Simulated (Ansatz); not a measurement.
## Settings and field gradients in HfO₂

Cell: an entry of the Crystallography Open Database (COD), ions relaxed with PBE at fixed cell.

Space group P2_1/c (No. 14); a = 5.1180, b = 5.1857, c = 5.2841 Å, β = 99.35°.

```
site  Wyckoff  site symmetry       x       y       z
  Hf       4e              1  0.2767  0.0419  0.2081
  O5       4e              1  0.4466  0.7584  0.4803
  O9       4e              1  0.0726  0.3393  0.3389
```

One atom of each set is listed.

Reference run. Method: Kohn–Sham DFT in Ansatz, PBE, plane waves and PAW, scalar-relativistic, 420 eV cutoff, Γ-centred 4×4×4 k-points, Fermi–Dirac smearing 0.02 eV.

It gives V_zz (10²¹ V/m²) Hf 12.69 (η 0.15), O9 -1.32 (η 0.88), among others. Each of these runs changes the input as listed (caps on SCF iterations aside):

A. total_charge: not typed → 1; scf.n_extra_bands: not typed → 32; kpoints.mp_grid.grid: [4, 4, 4] → [3, 3, 3]
B. basis.ecutwfc: not typed → 520 ev
C. scf.occupations.width: 0.02 → not typed; scf.occupations.method: fermi_dirac → tetrahedron_uncorrected; hamiltonian.dispersion: not typed → d4

Question: Which of these changes matter for the gradients?

Answer: 

```json
{"run": "A", "Hf V_zz (η)": "11.98 (0.28)", "O9 V_zz (η)": "2.22 (0.05)", "largest change of a gradient tensor, all atoms": "3.47", "note": "converged; cell charge +1 on a uniform background; no gap left; mesh coarser than the reference's; odd number of electrons without spin polarisation"}
{"run": "B", "Hf V_zz (η)": "–", "O9 V_zz (η)": "–", "largest change of a gradient tensor, all atoms": "–", "note": "refused: unknown unit factor `ev` — a unit is read by its exact case: `eV` is a unit here"}
{"run": "C", "Hf V_zz (η)": "12.69 (0.15)", "O9 V_zz (η)": "-1.32 (0.88)", "largest change of a gradient tensor, all atoms": "0.00", "note": "converged"}
```

Run A moves them most, on O9 (V_zz from -1.32 to 2.22). Run B holds a cutoff in the wrong unit.

Run A changes total_charge, scf.n_extra_bands, kpoints.mp_grid.grid together, so the table can't tell their shares apart.

On the reference run: At this cell the principal stresses reach 5 GPa in size with PBE, which can matter for small gradients. Without spin–orbit coupling the gradients at and beside Hf can be off by some per cent, at some sites by more.
